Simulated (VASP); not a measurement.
# SiC (Moissanite 3C) (F-43m) in VASP: notebook, part 2 of 2

VASP 6.6.1. Earlier steps stand in the parts before.

## 4. Relaxation of cell and atoms, RPBE+D3(BJ)

INCAR reads:

```
SYSTEM = SiC
ALGO = Normal
EDIFF = 1E-6
EDIFFG = -0.005
ENCUT = 600
GGA = RP
IBRION = 2
ISIF = 3
ISMEAR = -1
IVDW = 12
LASPH = .True.
LCHARG = .False.
LREAL = .False.
LWAVE = .False.
NELM = 60
NSW = 40
PREC = Accurate
SIGMA = 0.05
```

KPOINTS reads:

```
k-points
0
Gamma
  10 10 10
  0 0 0
```

POSCAR reads:

```
SiC
1.0
    0.0000000000      2.1790000000      2.1790000000
    2.1790000000      0.0000000000      2.1790000000
    2.1790000000      2.1790000000      0.0000000000
Si C
1 1
Direct
    0.0000000000      0.0000000000      0.0000000000
    0.7500000000      0.7500000000      0.7500000000
```

Potentials or basis: VASP PAW PBE potentials, release 64 (Si, C).

Started as:

```sh
$ cat potpaw_PBE.64/Si/POTCAR potpaw_PBE.64/C/POTCAR > POTCAR
$ mpirun -np 1 vasp_std > vasp.out
```

OUTCAR:

```text
SYSTEM = SiC
   EDIFF = 1E-6
   EDIFFG = -0.005
   ENCUT = 600
   GGA = RP
   IBRION = 2
   ISIF = 3
   ISMEAR = -1
   IVDW = 12
   LASPH = .True.
   LREAL = .False.
   NELM = 60
   NSW = 40
   PREC = Accurate
 IVDW          = 12

 ion  position               nearest neighbor table
   1  0.000  0.000  0.000-   2 1.89   2 1.89   2 1.89   2 1.89
   2  0.750  0.750  0.750-   1 1.89   1 1.89   1 1.89   1 1.89

  LATTYP: Found a face centered cubic cell.
 ALAT       =     4.3580000000

  Lattice vectors:

 A1 = (   0.0000000000,   2.1790000000,   2.1790000000)
 A2 = (   2.1790000000,   0.0000000000,   2.1790000000)
 A3 = (   2.1790000000,   2.1790000000,   0.0000000000)

Analysis of symmetry for initial positions (statically):
=====================================================================
 Subroutine PRICEL returns:
 Original cell was already a primitive cell.

 Routine SETGRP: Setting up the symmetry group for a
 face centered cubic supercell.

 Subroutine GETGRP returns: Found 24 space group operations
 (whereof 24 operations were pure point group operations)
 out of a pool of 48 trial point group operations.

The static configuration has the point symmetry T_d .

Analysis of symmetry for dynamics (positions and initial velocities):
=====================================================================
 Subroutine PRICEL returns:
 Original cell was already a primitive cell.

 Routine SETGRP: Setting up the symmetry group for a
 face centered cubic supercell.

 Subroutine GETGRP returns: Found 24 space group operations
 (whereof 24 operations were pure point group operations)
 out of a pool of 48 trial point group operations.

The dynamic configuration has the point symmetry T_d .

 Subroutine INISYM returns: Found 24 space group operations
 (whereof 24 operations are pure point group operations),
 and found     1 'primitive' translations

----------------------------------------------------------------------------------------

                                     Primitive cell

  volume of cell :      20.6920

  direct lattice vectors                    reciprocal lattice vectors
     0.000000000  2.179000000  2.179000000    -0.229463056  0.229463056  0.229463056
     2.179000000  0.000000000  2.179000000     0.229463056 -0.229463056  0.229463056
     2.179000000  2.179000000  0.000000000     0.229463056  0.229463056 -0.229463056

  length of vectors
     3.081571352  3.081571352  3.081571352     0.397441672  0.397441672  0.397441672

  position of ions in fractional coordinates (direct lattice)
     0.000000000  0.000000000  0.000000000
     0.750000000  0.750000000  0.750000000

  ion indices of the primitive-cell ions
   primitive index   ion index
                 1           1
                 2           2

----------------------------------------------------------------------------------------

 KPOINTS: k-points

Automatic generation of k-mesh.
 Grid dimensions read from file:
 generate k-points for:   10   10   10

 Generating k-lattice:

  Cartesian coordinates                     Fractional coordinates (reciprocal lattice)
    -0.022946306  0.022946306  0.022946306     0.100000000  0.000000000  0.000000000
     0.022946306 -0.022946306  0.022946306     0.000000000  0.100000000  0.000000000
     0.022946306  0.022946306 -0.022946306     0.000000000  0.000000000  0.100000000

  Length of vectors
     0.039744167  0.039744167  0.039744167

  Shift w.r.t. Gamma in fractional coordinates (k-lattice)
     0.000000000  0.000000000  0.000000000

 Subroutine IBZKPT returns following result:
 ===========================================

 Found     47 irreducible k-points:

 Following reciprocal coordinates:
            Coordinates               Weight
  0.000000  0.000000  0.000000      1.000000
  0.100000  0.000000  0.000000      8.000000
  0.200000  0.000000  0.000000      8.000000
  0.300000  0.000000  0.000000      8.000000
  0.400000  0.000000  0.000000      8.000000
  0.500000  0.000000  0.000000      4.000000
[... 16 lines left out ...]
  0.300000  0.300000  0.000000      6.000000
  0.400000  0.300000  0.000000     24.000000
 [... further k-points ...]
   k-points           NKPTS =     47   k-points in BZ     NKDIM =     47   number of bands    NBANDS=      8
   number of dos      NEDOS =    301   number of ions     NIONS =      2
   total plane-waves  NPLWV =  21952
   dimension x,y,z NGX =    28 NGY =   28 NGZ =   28
   dimension x,y,z NGXF=    56 NGYF=   56 NGZF=   56
   ions per type =               1   1
   NGX,Y,Z   is equivalent  to a cutoff of  15.11, 15.11, 15.11 a.u.
   NGXF,Y,Z  is equivalent  to a cutoff of  30.21, 30.21, 30.21 a.u.
 SYSTEM =  SiC
   PREC   = accura    normal or accurate (medium, high low for compatibility)
   ISTART =      0    job   : 0-new  1-cont  2-samecut
   ICHARG =      2    charge: 1-file 2-atom 10-const
   ISPIN  =      1    spin polarized calculation?
   LNONCOLLINEAR =      F non collinear calculations
   LSORBIT =      F    spin-orbit coupling
   LASPH  =      T    aspherical Exc in radial PAW
   ENCUT  =  600.0 eV  44.10 Ry    6.64 a.u.   6.15  6.15  6.15*2*pi/ulx,y,z
   NELM   =     60;   NELMIN=  2; NELMDL= -5     # of ELM steps
   EDIFF  = 0.1E-05   stopping-criterion for ELM
   LREAL  =      F    real-space projection
   EDIFFG = -.5E-02   stopping-criterion for IOM
   NSW    =     40    number of steps for IOM
   IBRION =      2    ionic relax: 0-MD 1-quasi-New 2-CG
   NFREE  =      1    steps in history (QN), initial steepest desc. (CG)
   ISIF   =      3    stress and relaxation
   ISYM   =      2    0-nonsym 1-usesym 2-fastsym
   POTIM  = 0.5000    time-step for ionic-motion
   TEBEG  =    0.0;   TEEND  =   0.0 temperature during run
   PSTRESS=    0.0 pullay stress
   NELECT =       8.0000    total number of electrons
   NUPDOWN=      -1.0000    fix difference up-down
   EMIN   =  10.00;   EMAX   =-10.00  energy-range for DOS
   EFERMI =   0.00;   METHOD = LEGACY
   ISMEAR =    -1;   SIGMA  =   0.05  broadening in eV -4-tet -1-fermi 0-gaus
   EFERMI_NEDOS =   21; number of points for ismear=-14 and -15
   IALGO  =     38    algorithm
   IMIX   =      4    mixing-type and parameters
     AMIX     =   0.40;   BMIX     =  1.00
     AMIX_MAG =   1.60;   BMIX_MAG =  1.00
  volume/ion in A,a.u.               =      10.35        69.82
  Fermi-wavevector in a.u.,A,eV,Ry     =   1.192626  2.253736 19.352338  1.422357
  Thomas-Fermi vector in A             =   2.328660
   LORBIT       =      0    0 simple, 1 ext, 2 COOP (PROOUT), +10 PAW based schemes
   GGA     = RP    functional components
   LHFCALC =     F    Hartree Fock is set to
   AEXX    =    0.0000 exact exchange contribution
   IVDW    =    12    specifies the selected vdW correction
   LEPSILON=     F    determine dielectric tensor
   LRPA    =     F    only Hartree local field effects (RPA)
 conjugate gradient relaxation of ions
 non-spin polarized calculation
  energy-cutoff  :      600.00
  volume of cell :       20.69
 maximum number of plane-waves:       701
 NGX is ok and might be reduce to    28
   NGX = 13   NGY = 13   NGZ = 13

--------------------------------------- Ionic step        1  -------------------------------------------

 number of electron       8.0000000 magnetization

 Free energy of the ion-electron system (eV)
  ---------------------------------------------------
  ext. energy  EPLUGINS =         0.00000000
  ---------------------------------------------------
  free energy    TOTEN  =       -14.31576464 eV

  energy without entropy =      -14.31576462  energy(sigma->0) =      -14.31576463

------------------------ aborting loop because EDIFF is reached ----------------------------------------

 Edisp (eV)   -2.26567

 E8    (eV) :    -1.2647
[... 31 lines left out ...]
--------------------------------------- Ionic step        2  -------------------------------------------

 number of electron       8.0000000 magnetization

 E-fermi :  10.6592     XC(G=0): -11.9974

 val. band max:       10.0370652040   @ k =   0.0000   0.0000   0.0000
 cond. band min:      11.2307268573   @ k =   0.5000   0.5000   0.0000
 fundamental gap:      1.1936616533
 Fermi energy:        10.6592257411

 k-point     1 :       0.0000    0.0000    0.0000
  band No.  band energies     occupation
      1      -6.6579      2.00000
      2      10.0371      1.99999
      3      10.0371      1.99999
      4      10.0371      1.99999
      5      18.1334      0.00000
      6      18.5812      0.00000
      7      18.5812      0.00000
      8      18.5812      0.00000
[... 412 lines left out ...]
--------------------------------------- Ionic step        6  -------------------------------------------

 number of electron       8.0000000 magnetization

 Free energy of the ion-electron system (eV)
  ---------------------------------------------------
  ext. energy  EPLUGINS =         0.00000000
  ---------------------------------------------------
  free energy    TOTEN  =       -14.17219149 eV

  energy without entropy =      -14.17219146  energy(sigma->0) =      -14.17219147

 E-fermi :   9.7289     XC(G=0): -11.6303

 val. band max:        9.0641589739   @ k =   0.0000   0.0000   0.0000
 cond. band min:      10.3495834216   @ k =   0.5000   0.5000   0.0000
 fundamental gap:      1.2854244477
 Fermi energy:         9.7289317691

 k-point     1 :       0.0000    0.0000    0.0000
  band No.  band energies     occupation
      1      -6.9623      2.00000
      2       9.0642      2.00000
      3       9.0642      2.00000
      4       9.0642      2.00000
      5      16.2017      0.00000
      6      16.9736      0.00000
      7      16.9736      0.00000
      8      16.9736      0.00000
[... 286 lines left out ...]
  FREE ENERGIE OF THE ION-ELECTRON SYSTEM (eV)
  ---------------------------------------------------
  free  energy   TOTEN  =       -16.6632082045 eV

  energy  without entropy=      -16.6632081695  energy(sigma->0) =      -16.66320819

 reached required accuracy - stopping structural energy minimisation
```

OSZICAR:

```text
N       E                     dE             d eps       ncg     rms          rms(c)
DAV:   1     0.783063395641E+01    0.78306E+01   -0.44031E+03   760   0.950E+02
DAV:   2    -0.156788311019E+02   -0.23509E+02   -0.22458E+02  1080   0.116E+02
DAV:   3    -0.160944675724E+02   -0.41564E+00   -0.41564E+00   872   0.191E+01
DAV:   4    -0.160958017044E+02   -0.13341E-02   -0.13341E-02  1144   0.116E+00
[... 37 lines left out ...]
DAV:   3    -0.141733992877E+02    0.10204E-05   -0.11664E-06   456   0.772E-03    0.229E-03
DAV:   4    -0.141733989862E+02    0.30148E-06   -0.12041E-07   400   0.295E-03
   5 F= -.16663206E+02 E0= -.16663206E+02  d E =0.514804E-06
       N       E                     dE             d eps       ncg     rms          rms(c)
DAV:   1    -0.141721919136E+02    0.12074E-02   -0.40452E-05   800   0.568E-02    0.818E-03
DAV:   2    -0.141721914901E+02    0.42351E-06   -0.15934E-06   720   0.871E-03
   6 F= -.16663208E+02 E0= -.16663208E+02  d E =-.207102E-05
```

Wall time 41 s (1 thread of Intel Xeon Platinum 8259CL at 2.50GHz (Skylake/Cascade Lake), shared host); peak memory 0.16 GiB.

What came out:

| Quantity | Value |
| --- | --- |
| Free energy | -16.6632 eV |
| Relaxed volume | 9.59 Å³/atom |
| Relaxed cell | a = 3.005 Å, b = 3.005 Å, c = 3.005 Å, α = 60.00°, β = 60.00°, γ = 60.00° |
| Space group after relaxing (to 0.05 Å) | F-43m (No. 216) |
| Energy gained by relaxing | 40.9 meV/atom |
| Ionic steps | 6 |
| Pressure after relaxing | 0.0 GPa |
| Band gap on the k mesh | 1.29 eV, indirect (least direct gap 4.60 eV) |
| Dispersion energy per atom | -1.246 eV |

Step by step:
```csv
step,energy change (eV),largest force (eV/Å),pressure (GPa),volume (Å³)
1,0.0000,0.0000,-16.27,20.69
2,0.0197,0.0000,23.48,17.70
3,-0.0818,0.0000,-0.27,19.20
4,-0.0818,0.0000,0.10,19.17
5,-0.0818,0.0000,-0.10,19.19
6,-0.0818,0.0000,-0.02,19.18
```

Final structure:
```cif
data_structure
_symmetry_space_group_name_H-M 'P 1'
_symmetry_Int_Tables_number 1
_cell_length_a 3.0047
_cell_length_b 3.0047
_cell_length_c 3.0047
_cell_angle_alpha 60.000
_cell_angle_beta 60.000
_cell_angle_gamma 60.000
_cell_volume 19.18
loop_
_atom_site_label
_atom_site_type_symbol
_atom_site_fract_x
_atom_site_fract_y
_atom_site_fract_z
_atom_site_occupancy
Si1 Si 0.00000 0.00000 0.00000 1
C1 C 0.75000 0.75000 0.75000 1
```

Levels at points of the mesh, in eV from the valence-band top:
```
           k point  band 2  band 3  band 4  band 5  band 6  band 7
(0.00, 0.00, 0.00)    0.00    0.00    0.00    7.14    7.91    7.91
(0.50, 0.00, 0.00)   -8.94   -1.06   -1.06    6.17    7.56    7.56
(0.50, 0.50, 0.00)   -8.02   -3.32   -3.32    1.29    4.65   15.01
```

Caveat: the PAW data sets were made with another functional, which shifts forces and pressure a little. A k mesh can miss the band edges.

## 5. Relaxation of cell and atoms, RPBE+D4

INCAR reads:

```
  PREC = Accurate
  ENCUT = 600
  EDIFF = 1E-6
  ISMEAR = -1
  SIGMA = 0.05
  LREAL = F
  LASPH = T
  NELM = 60
  ALGO = Normal
  ISIF = 3
  LWAVE = F
  LCHARG = F
  GGA = RP
  IVDW = 13
  IBRION = 2
  NSW = 40
  EDIFFG = -0.01
```

KPOINTS reads:

```
regular mesh
0
Gamma
  10 10 10
```

POSCAR is that of step 4.

Started as:

```sh
$ cat potpaw_PBE.64/Si/POTCAR potpaw_PBE.64/C/POTCAR > POTCAR
$ mpirun -np 1 vasp_std > vasp.out
```

It took 28 s on 1 thread of Intel Xeon Platinum 8259CL at 2.50GHz (Skylake/Cascade Lake), shared host; peak memory 0.16 GiB.

Results (log left out):

```
Free energy                            : -15.7505 eV
Relaxed volume                         : 10.14 Å³/atom
Relaxed cell                           : a = 3.061 Å, b = 3.061 Å, c = 3.061 Å, α = 60.00°, β = 60.00°, γ = 60.00°
Space group after relaxing (to 0.05 Å) : F-43m (No. 216)
Energy gained by relaxing              : 2.8 meV/atom
Ionic steps                            : 3
Pressure after relaxing                : 0.0 GPa
Band gap on the k mesh                 : 1.35 eV, indirect (least direct gap 4.56 eV)
Dispersion energy per atom             : -0.728 eV
```

Step by step:
| step | energy change (eV) | largest force (eV/Å) | pressure (GPa) | volume (Å³) |
| --- | --- | --- | --- | --- |
| 1 | 0.0000 | 0.0000 | -4.19 | 20.69 |
| 2 | 0.0001 | 0.0000 | 4.61 | 19.89 |
| 3 | -0.0055 | 0.0000 | 0.05 | 20.29 |

Final structure:
```
Si C
1.0
     0.00000    2.16465    2.16465
     2.16465    0.00000    2.16465
     2.16465    2.16465    0.00000
Si C
1 1
Direct
  0.00000 0.00000 0.00000
  0.75000 0.75000 0.75000
```

Levels at points of the mesh, in eV from the valence-band top:
```csv
k point,band 1,band 2,band 3,band 4,band 5,band 6,band 7,band 8
"(0.00, 0.00, 0.00)",-15.58,0.00,0.00,0.00,6.48,7.50,7.50,7.50
"(0.50, 0.00, 0.00)",-11.96,-8.62,-1.05,-1.05,5.66,7.33,7.33,10.22
"(0.50, 0.50, 0.00)",-10.50,-7.83,-3.21,-3.21,1.35,4.45,14.34,14.34
```

Caveat: the PAW data sets were made with another functional, which shifts forces and pressure a little.

## 6. The runs side by side

```csv
level,gap on the mesh (eV),pressure (GPa),relaxed volume (Å³/atom)
PBEsol+rVV10,1.22,0.0,10.33
RPBE+D3,1.37,0.0,10.43
RPBE+D3(BJ),1.29,0.0,9.59
RPBE+D4,1.35,0.0,10.14
```

Alike in all rows: task relaxation of cell and atoms; potentials or basis VASP PAW PBE potentials, release 64 (Si, C); no spin polarisation; cell relaxed; k mesh 10 × 10 × 10; cutoff (eV) 600; smearing fermi-dirac 0.05 eV.

Caveats: the PAW data sets were made with another functional, which shifts forces and pressure a little.

Total energies depend on the potentials used, so only differences within one code and one set of settings carry meaning.
